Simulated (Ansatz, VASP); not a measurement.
**One calculation of Cr, two programs**

INCAR

```
SYSTEM = Cr
  PREC = Accurate
  ENCUT = 520
  EDIFF = 1E-7
  ISMEAR = 0
  SIGMA = 0.15
  LREAL = .FALSE.
  LASPH = .TRUE.
  NELM = 60
  ALGO = Fast
  ISIF = 2
  LWAVE = .FALSE.
  LCHARG = .FALSE.
  GGA = PE
  NBANDS = 12
```

File KPOINTS:

```
Automatic mesh
0
G
  24 24 24
  0 0 0
```

The input POSCAR:

```
Cr
1.0
   -1.3265940000      1.3265940000      1.3265940000
    1.3265940000     -1.3265940000      1.3265940000
    1.3265940000      1.3265940000     -1.3265940000
Cr
1
Direct
    0.0000000000      0.0000000000      0.0000000000
```

Input for Ansatz:

```yaml
crystal:
  lattice:
    - [-1.326594, 1.326594, 1.326594]
    - [1.326594, -1.326594, 1.326594]
    - [1.326594, 1.326594, -1.326594]
  atoms:
    - { symbol: Cr, position: [0.0, 0.0, 0.0] }
basis:
  ecutwfc: 420
kpoints:
  mp_grid: { grid: [24, 24, 24] }
hamiltonian:
  xc: pbe
scf:
  occupations: { method: gaussian, width: 0.15 }
output:
  forces: true
  stress: true
  eigenvalues: true
```

Change from the starting cell: strain -0.080 along x and y, -0.080 along z, atoms carried along.

Alike in both runs: task single point; functional PBE; k mesh 24 × 24 × 24; occupations gaussian, width 0.15 eV; no spin polarisation.

```csv
,VASP,Ansatz
version,VASP 6.6.1,Ansatz 0.2.0
potentials or method,"VASP PAW PBE potentials, release 64 (Cr_pv)","scalar-relativistic, plane waves, PAW"
plane-wave cutoff (eV),520,420
valence electrons in the cell,12,14
```

Ansatz gave:

```
gap on the k mesh at the Fermi level (eV) : none
pressure (GPa)                            : 85.2
```

Task: What did VASP give for the same quantities?

Result: gap on the k mesh at the Fermi level (eV): none; pressure (GPa): 85.3.

A gap of «none» marks a metal or a gap that the smearing closes. The functional is the same, so the differences come from potentials, cutoffs and numerics. The two sets of potentials don't hold the same shells in valence.

Caveats: the cell as given lies far from equilibrium; so large a pressure means that the cell lies far from this level's equilibrium, or that cutoff or potentials fall short (VASP); the run has no spin polarisation, though such a crystal can be magnetic. Spin polarisation is off, so any magnetic state and its effect on volume and gap are missing.
